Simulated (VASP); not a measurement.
# SnTe (Fm-3m) in VASP: further runs

The runs below take SnTe through single point, with PBE.

Everything below comes from runs of VASP 6.6.1. Logs are shortened: lines on timing, memory, paths and dates and some standing lists are left out, and cuts for length are marked.

**The experiment to reproduce.**

From a printed reference work, textbook, for a bulk crystal of SnTe at 300 K: band gap 0.18 eV (direct).

The results are compared with them further down.

### 1 The cell of the first run

Symmetry: Fm-3m, No. 225, cubic system. Conventional cell: a = 6.195 Å, b = 6.195 Å, c = 6.195 Å, α = 90.00°, β = 90.00°, γ = 90.00°. Sn (site symmetry m-3m) has 6 Te at 3.10 Å within 4.1 Å. Within 4.1 Å of Te (site symmetry m-3m) lie 6 Sn at 3.10 Å.

### 2 Single point, PBE

INCAR

```
SYSTEM = SnTe
PREC     = Accurate       ! precision mode
ENCUT    = 500            ! plane-wave cutoff, eV
EDIFF    = 1E-6           ! SCF threshold, eV
ISMEAR   = 0              ! smearing method
SIGMA    = 0.01           ! smearing width, eV
LREAL    = .False.        ! projectors in reciprocal space
LASPH    = .True.         ! aspherical terms in the spheres
NELM     = 120            ! most SCF steps
ALGO     = Normal         ! electronic algorithm
ISIF     = 2              ! what is computed and relaxed
LWAVE    = .False.        ! write WAVECAR
LCHARG   = .False.        ! write CHGCAR
GGA      = PE             ! functional
NBANDS   = 17             ! bands
GGA_COMPAT= .False.
```

KPOINTS

```
regular mesh
0
Gamma
  6 6 6
  0 0 0
```

POSCAR

```
SnTe
1.0
    0.0000000000      3.0974354438      3.0974354438
    3.0974354438      0.0000000000      3.0974354438
    3.0974354438      3.0974354438      0.0000000000
Sn Te
1 1
Direct
    0.0000000000      0.0000000000      0.0000000000
    0.5000000000      0.5000000000      0.5000000000
```

Potentials or basis: VASP PAW PBE potentials, release 64 (Sn_d, Te).

Started as:

```console
$ cat potpaw_PBE.64/Sn_d/POTCAR potpaw_PBE.64/Te/POTCAR > POTCAR
$ mpirun -np 1 vasp_std > vasp.out
```

OUTCAR:

```text
SYSTEM = SnTe
   PREC = Accurate
   ENCUT = 500
   EDIFF = 1E-6
   ISMEAR = 0
   LREAL = .False.
   LASPH = .True.
   NELM = 120
   ISIF = 2
   GGA = PE

 ion  position               nearest neighbor table
   1  0.000  0.000  0.000-   2 3.10   2 3.10   2 3.10   2 3.10   2 3.10   2 3.10
   2  0.500  0.500  0.500-   1 3.10   1 3.10   1 3.10   1 3.10   1 3.10   1 3.10

  LATTYP: Found a face centered cubic cell.
 ALAT       =     6.1948708876

  Lattice vectors:

 A1 = (   0.0000000000,   3.0974354438,   3.0974354438)
 A2 = (   3.0974354438,   0.0000000000,   3.0974354438)
 A3 = (   3.0974354438,   3.0974354438,   0.0000000000)

Analysis of symmetry for initial positions (statically):
=====================================================================
 Subroutine PRICEL returns:
 Original cell was already a primitive cell.

 Routine SETGRP: Setting up the symmetry group for a
 face centered cubic supercell.

 Subroutine GETGRP returns: Found 48 space group operations
 (whereof 48 operations were pure point group operations)
 out of a pool of 48 trial point group operations.

The static configuration has the point symmetry O_h .

Analysis of symmetry for dynamics (positions and initial velocities):
=====================================================================
 Subroutine PRICEL returns:
 Original cell was already a primitive cell.

 Routine SETGRP: Setting up the symmetry group for a
 face centered cubic supercell.

 Subroutine GETGRP returns: Found 48 space group operations
 (whereof 48 operations were pure point group operations)
 out of a pool of 48 trial point group operations.

The dynamic configuration has the point symmetry O_h .

 Subroutine INISYM returns: Found 48 space group operations
 (whereof 48 operations are pure point group operations),
 and found     1 'primitive' translations

----------------------------------------------------------------------------------------

                                     Primitive cell

  volume of cell :      59.4342

  direct lattice vectors                    reciprocal lattice vectors
     0.000000000  3.097435444  3.097435444    -0.161423865  0.161423865  0.161423865
     3.097435444  0.000000000  3.097435444     0.161423865 -0.161423865  0.161423865
     3.097435444  3.097435444  0.000000000     0.161423865  0.161423865 -0.161423865

  length of vectors
     4.380435213  4.380435213  4.380435213     0.279594335  0.279594335  0.279594335

  position of ions in fractional coordinates (direct lattice)
     0.000000000  0.000000000  0.000000000
     0.500000000  0.500000000  0.500000000

  ion indices of the primitive-cell ions
   primitive index   ion index
                 1           1
                 2           2

----------------------------------------------------------------------------------------

 KPOINTS: regular mesh

Automatic generation of k-mesh.
 Grid dimensions read from file:
 generate k-points for:    6    6    6

 Generating k-lattice:

  Cartesian coordinates                     Fractional coordinates (reciprocal lattice)
    -0.026903977  0.026903977  0.026903977     0.166666667  0.000000000  0.000000000
     0.026903977 -0.026903977  0.026903977     0.000000000  0.166666667  0.000000000
     0.026903977  0.026903977 -0.026903977     0.000000000  0.000000000  0.166666667

  Length of vectors
     0.046599056  0.046599056  0.046599056

  Shift w.r.t. Gamma in fractional coordinates (k-lattice)
     0.000000000  0.000000000  0.000000000

 Subroutine IBZKPT returns following result:
 ===========================================

 Found     16 irreducible k-points:

 Following reciprocal coordinates:
            Coordinates               Weight
  0.000000  0.000000  0.000000      1.000000
  0.166667  0.000000  0.000000      8.000000
  0.333333  0.000000  0.000000      8.000000
  0.500000  0.000000  0.000000      4.000000
  0.166667  0.166667  0.000000      6.000000
  0.333333  0.166667  0.000000     24.000000
[... 8 lines left out ...]
 -0.333333  0.333333  0.166667     24.000000
 -0.333333  0.500000  0.166667     12.000000
   k-points           NKPTS =     16   k-points in BZ     NKDIM =     16   number of bands    NBANDS=     17
   number of dos      NEDOS =    301   number of ions     NIONS =      2
   total plane-waves  NPLWV =  32768
   dimension x,y,z NGX =    32 NGY =   32 NGZ =   32
   dimension x,y,z NGXF=    64 NGYF=   64 NGZF=   64
   ions per type =               1   1
   NGX,Y,Z   is equivalent  to a cutoff of  12.14, 12.14, 12.14 a.u.
   NGXF,Y,Z  is equivalent  to a cutoff of  24.29, 24.29, 24.29 a.u.
 SYSTEM =  SnTe
   PREC   = accura    normal or accurate (medium, high low for compatibility)
   ISTART =      0    job   : 0-new  1-cont  2-samecut
   ICHARG =      2    charge: 1-file 2-atom 10-const
   ISPIN  =      1    spin polarized calculation?
   LNONCOLLINEAR =      F non collinear calculations
   LSORBIT =      F    spin-orbit coupling
   LASPH  =      T    aspherical Exc in radial PAW
   ENCUT  =  500.0 eV  36.75 Ry    6.06 a.u.   7.99  7.99  7.99*2*pi/ulx,y,z
   NELM   =    120;   NELMIN=  2; NELMDL= -5     # of ELM steps
   EDIFF  = 0.1E-05   stopping-criterion for ELM
   LREAL  =      F    real-space projection
   EDIFFG = 0.1E-04   stopping-criterion for IOM
   NSW    =      0    number of steps for IOM
   IBRION =     -1    ionic relax: 0-MD 1-quasi-New 2-CG
   NFREE  =      0    steps in history (QN), initial steepest desc. (CG)
   ISIF   =      2    stress and relaxation
   ISYM   =      2    0-nonsym 1-usesym 2-fastsym
   POTIM  = 0.5000    time-step for ionic-motion
   TEBEG  =    0.0;   TEEND  =   0.0 temperature during run
   PSTRESS=    0.0 pullay stress
   NELECT =      20.0000    total number of electrons
   NUPDOWN=      -1.0000    fix difference up-down
   EMIN   =  10.00;   EMAX   =-10.00  energy-range for DOS
   EFERMI =   0.00;   METHOD = LEGACY
   ISMEAR =     0;   SIGMA  =   0.01  broadening in eV -4-tet -1-fermi 0-gaus
   EFERMI_NEDOS =   21; number of points for ismear=-14 and -15
   IALGO  =     38    algorithm
   IMIX   =      4    mixing-type and parameters
     AMIX     =   0.40;   BMIX     =  1.00
     AMIX_MAG =   1.60;   BMIX_MAG =  1.00
  volume/ion in A,a.u.               =      29.72       200.54
  Fermi-wavevector in a.u.,A,eV,Ry     =   1.138691  2.151814 17.641549  1.296617
  Thomas-Fermi vector in A             =   2.275395
   LORBIT       =      0    0 simple, 1 ext, 2 COOP (PROOUT), +10 PAW based schemes
   GGA     = PE    functional components
   LHFCALC =     F    Hartree Fock is set to
   AEXX    =    0.0000 exact exchange contribution
   IVDW    =     0    specifies the selected vdW correction
   LEPSILON=     F    determine dielectric tensor
   LRPA    =     F    only Hartree local field effects (RPA)
 non-spin polarized calculation
 Gauss-broadening in eV      SIGMA  =   0.01
  energy-cutoff  :      500.00
  volume of cell :       59.43
 maximum number of plane-waves:      1527
   NGX = 15   NGY = 15   NGZ = 15

 number of electron      20.0000000 magnetization

 Free energy of the ion-electron system (eV)
  ---------------------------------------------------
  ext. energy  EPLUGINS =         0.00000000
  ---------------------------------------------------
  free energy    TOTEN  =        -7.47121329 eV

  energy without entropy =       -7.47121329  energy(sigma->0) =       -7.47121329

 E-fermi :   7.6853     XC(G=0):  -9.7319

 val. band max:        7.5896537831   @ k =   0.5000   0.0000   0.0000
 cond. band min:       7.8465366849   @ k =   0.5000   0.0000   0.0000
 fundamental gap:      0.2568829018
 Fermi energy:         7.6852775135

 k-point     1 :       0.0000    0.0000    0.0000
  band No.  band energies     occupation
      1     -14.3357      2.00000
      2     -14.3357      2.00000
      3     -14.3263      2.00000
      4     -14.3263      2.00000
      5     -14.3263      2.00000
      6      -5.5833      2.00000
[... 9 lines left out ...]
     16      12.2677      0.00000
     17      14.2899      0.00000

 k-point     2 :       0.1667    0.0000    0.0000
  band No.  band energies     occupation
      1     -14.3372      2.00000
      2     -14.3372      2.00000
      3     -14.3258      2.00000
      4     -14.3244      2.00000
      5     -14.3244      2.00000
      6      -5.3329      2.00000
[... 9 lines left out ...]
     16      12.8517      0.00000
     17      16.1398      0.00000

 k-point     3 :       0.3333    0.0000    0.0000
  band No.  band energies     occupation
      1     -14.3407      2.00000
      2     -14.3407      2.00000
      3     -14.3249      2.00000
      4     -14.3200      2.00000
      5     -14.3200      2.00000
      6      -4.6719      2.00000
[... 9 lines left out ...]
     16      14.4308      0.00000
     17      18.6511      0.00000

 k-point     4 :       0.5000    0.0000    0.0000
  band No.  band energies     occupation
      1     -14.3425      2.00000
      2     -14.3425      2.00000
      3     -14.3245      2.00000
      4     -14.3177      2.00000
      5     -14.3177      2.00000
      6      -4.1639      2.00000
[... 9 lines left out ...]
     16      16.5048      0.00000
     17      16.5737      0.00000

 k-point     5 :       0.1667    0.1667    0.0000
  band No.  band energies     occupation
      1     -14.3408      2.00000
      2     -14.3343      2.00000
      3     -14.3275      2.00000
      4     -14.3231      2.00000
      5     -14.3231      2.00000
      6      -5.2503      2.00000
[... 9 lines left out ...]
     16      13.7791      0.00000
     17      14.8237      0.00000

 k-point     6 :       0.3333    0.1667    0.0000
  band No.  band energies     occupation
      1     -14.3451      2.00000
      2     -14.3354      2.00000
      3     -14.3270      2.00000
      4     -14.3201      2.00000
      5     -14.3190      2.00000
      6      -4.7250      2.00000
[... 9 lines left out ...]
     16      15.3153      0.00000
     17      16.8213      0.00000

 k-point     7 :       0.5000    0.1667    0.0000
  band No.  band energies     occupation
      1     -14.3462      2.00000
      2     -14.3391      2.00000
      3     -14.3242      2.00000
      4     -14.3189      2.00000
      5     -14.3167      2.00000
      6      -4.0967      2.00000
[... 9 lines left out ...]
     16      16.5919      0.00000
     17      17.2084      0.00000

 k-point     8 :      -0.3333    0.1667    0.0000
  band No.  band energies     occupation
      1     -14.3429      2.00000
      2     -14.3412      2.00000
      3     -14.3233      2.00000
      4     -14.3192      2.00000
      5     -14.3189      2.00000
      6      -4.2683      2.00000
[... 9 lines left out ...]
     16      15.8388      0.00000
     17      17.6314      0.00000
[... 43 lines left out ...]
      1     -14.3545      2.00000
      2     -14.3327      2.00000
      3     -14.3287      2.00000
      4     -14.3152      2.00000
      5     -14.3143      2.00000
      6      -3.9220      2.00000
[... 9 lines left out ...]
     16      17.1956      0.00000
     17      17.8834      0.00000

 k-point    12 :      -0.3333    0.3333    0.0000
  band No.  band energies     occupation
      1     -14.3496      2.00000
      2     -14.3373      2.00000
      3     -14.3237      2.00000
      4     -14.3184      2.00000
      5     -14.3160      2.00000
      6      -3.8363      2.00000
[... 9 lines left out ...]
     16      15.2315      0.00000
     17      17.7455      0.00000

 k-point    13 :       0.5000    0.5000    0.0000
  band No.  band energies     occupation
      1     -14.3589      2.00000
      2     -14.3312      2.00000
      3     -14.3299      2.00000
      4     -14.3127      2.00000
      5     -14.3127      2.00000
      6      -3.8101      2.00000
[... 9 lines left out ...]
     16      18.3459      0.00000
     17      18.8665      0.00000

 k-point    14 :       0.5000    0.3333    0.1667
  band No.  band energies     occupation
      1     -14.3487      2.00000
      2     -14.3361      2.00000
      3     -14.3260      2.00000
      4     -14.3183      2.00000
      5     -14.3164      2.00000
      6      -4.1912      2.00000
[... 9 lines left out ...]
     16      16.0180      0.00000
     17      16.7818      0.00000

 k-point    15 :      -0.3333    0.3333    0.1667
  band No.  band energies     occupation
      1     -14.3493      2.00000
      2     -14.3376      2.00000
      3     -14.3224      2.00000
      4     -14.3212      2.00000
      5     -14.3146      2.00000
      6      -3.8357      2.00000
[... 9 lines left out ...]
     16      17.5744      0.00000
     17      17.6904      0.00000

 k-point    16 :      -0.3333    0.5000    0.1667
  band No.  band energies     occupation
      1     -14.3539      2.00000
      2     -14.3341      2.00000
      3     -14.3267      2.00000
      4     -14.3175      2.00000
      5     -14.3127      2.00000
      6      -3.7356      2.00000
[... 9 lines left out ...]
     16      17.9361      0.00000
     17      18.9279      0.00000

------------------------ aborting loop because EDIFF is reached ----------------------------------------

  FORCE on cell =-STRESS in cart. coord.  units (eV):
  Direction    XX          YY          ZZ          XY          YZ          ZX
  --------------------------------------------------------------------------------------
  -------------------------------------------------------------------------------------
  Total        1.9222622      1.9222622      1.9222622      0.0000000      0.0000000     -0.0000000
  in kB       51.8186897     51.8186897     51.8186897      0.0000000      0.0000000     -0.0000000
  external PRESSURE =      51.8186897 kB  Pullay stress =       0.0000000 kB

 VOLUME and BASIS-vectors are now :
 -----------------------------------------------------------------------------
  energy-cutoff  :      500.00
  volume of cell :       59.43
      direct lattice vectors                 reciprocal lattice vectors
     0.000000000  3.097435444  3.097435444    -0.161423865  0.161423865  0.161423865
     3.097435444  0.000000000  3.097435444     0.161423865 -0.161423865  0.161423865
     3.097435444  3.097435444  0.000000000     0.161423865  0.161423865 -0.161423865

 POSITION                                       TOTAL-FORCE (eV/Angst)
 -----------------------------------------------------------------------------------
      0.00000      0.00000      0.00000        -0.000000     -0.000000      0.000000
      3.09744      3.09744      3.09744         0.000000      0.000000     -0.000000
 -----------------------------------------------------------------------------------
    total drift:                                0.000000     -0.000000     -0.000000

  FREE ENERGIE OF THE ION-ELECTRON SYSTEM (eV)
  ---------------------------------------------------
  free  energy   TOTEN  =        -7.4712132934 eV

  energy  without entropy=       -7.4712132934  energy(sigma->0) =       -7.47121329
```

It took 15 s on 1 thread of Intel Xeon Platinum 8259CL at 2.50GHz (Skylake/Cascade Lake), shared host; peak memory 0.17 GiB.

What came out:

```
Free energy            : -7.4712 eV
Pressure               : 5.2 GPa
Band gap on the k mesh : 0.26 eV, direct
```

Caveat: spin-orbit coupling is left out, which moves the levels of the heavy elements. A k mesh can miss the band edges.

### 3 Single point, PBE

This run uses another cell than the first one, of 31.59 Å³/atom, 1.063 times its volume.

INCAR

```
SYSTEM = SnTe
PREC = Accurate
ENCUT = 500
EDIFF = 1E-6
ISMEAR = 0
SIGMA = 0.01
LREAL = .FALSE.
LASPH = .TRUE.
NELM = 120
ALGO = Normal
ISIF = 2
LWAVE = .FALSE.
LCHARG = .TRUE.
GGA = PE
LELF = .TRUE.
LVHAR = .TRUE.
NBANDS = 17
GGA_COMPAT = .FALSE.
```

KPOINTS

```
regular mesh
0
G
  6 6 6
  0 0 0
```

POSCAR

```
SnTe
1.0
    0.0000000000      3.1613180171      3.1613180171
    3.1613180171      0.0000000000      3.1613180171
    3.1613180171      3.1613180171      0.0000000000
Sn Te
1 1
Direct
    0.0000000000      0.0000000000      0.0000000000
    0.5000000000      0.5000000000      0.5000000000
```

Potentials or basis: VASP PAW PBE potentials, release 64 (Sn_d, Te).

Started as:

```console
$ cat potpaw_PBE.64/Sn_d/POTCAR potpaw_PBE.64/Te/POTCAR > POTCAR
$ mpirun -np 1 vasp_std > vasp.out
```

It took 20 s on 1 thread of Intel Xeon Platinum 8259CL at 2.50GHz (Skylake/Cascade Lake), shared host; peak memory 0.2 GiB.

The run converged. Its results:

```yaml
Free_energy: -7.5500 eV
Pressure: 1.7 GPa
Band_gap_on_the_k_mesh: 0.07 eV, direct
```

Levels at points of the mesh, in eV from the valence-band top:
| k point | band 6 | band 7 | band 8 | band 9 | band 10 | band 11 | band 12 | band 13 | band 14 | band 15 |
| --- | --- | --- | --- | --- | --- | --- | --- | --- | --- | --- |
| (0.00, 0.00, 0.00) | -12.75 | -4.74 | -2.13 | -2.13 | -2.13 | 3.31 | 3.31 | 3.31 | 4.75 | 4.75 |
| (0.50, 0.00, 0.00) | -11.49 | -8.30 | -1.80 | -1.80 | 0.00 | 0.07 | 0.36 | 0.36 | 7.74 | 8.71 |
| (0.50, 0.50, 0.00) | -11.20 | -6.48 | -5.53 | -3.71 | -3.71 | 2.20 | 4.86 | 4.86 | 6.30 | 8.95 |

Caveat: spin-orbit coupling is left out, which moves the levels of the heavy elements.

(Part 1 of 2 ends here.)
